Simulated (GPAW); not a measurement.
ZnO (zincite):

```
CELL_PARAMETERS angstrom
3.24931 0.00000 0.00000
-1.62465 2.81398 0.00000
0.00000 0.00000 5.20571
ATOMIC_POSITIONS crystal
Zn 0.66667 0.33333 0.00000
Zn 0.33333 0.66667 0.50000
O 0.33333 0.66667 0.87901
O 0.66667 0.33333 0.37901
```

Base run:

* Program: GPAW 26.7.0
* Functional: PBEsol
* Potentials or basis: PAW data sets generated in the run's folder for this functional
* Cutoff: 800 eV
* Basis: pw
* k mesh: 8 × 8 × 4
* Occupations: fermi-dirac, width 0.05 eV
* Spin: no spin polarisation

Its results: band gap on the k mesh 0.69 eV, direct; pressure -1.5 GPa; largest force 0.063 eV/Å.

Question: The run is repeated on the same cell with these changes: functional from PBEsol to r2SCAN; potentials or basis from PAW data sets generated in the run's folder for this functional to GPAW PAW data sets (gpaw-data 1.2.1). What comes out?

Answer: Band gap on the k mesh 1.24 eV, direct; pressure -1.7 GPa; largest force 0.070 eV/Å.

Caveats: the PAW data sets were made with another functional, which shifts forces and pressure a little (some runs).
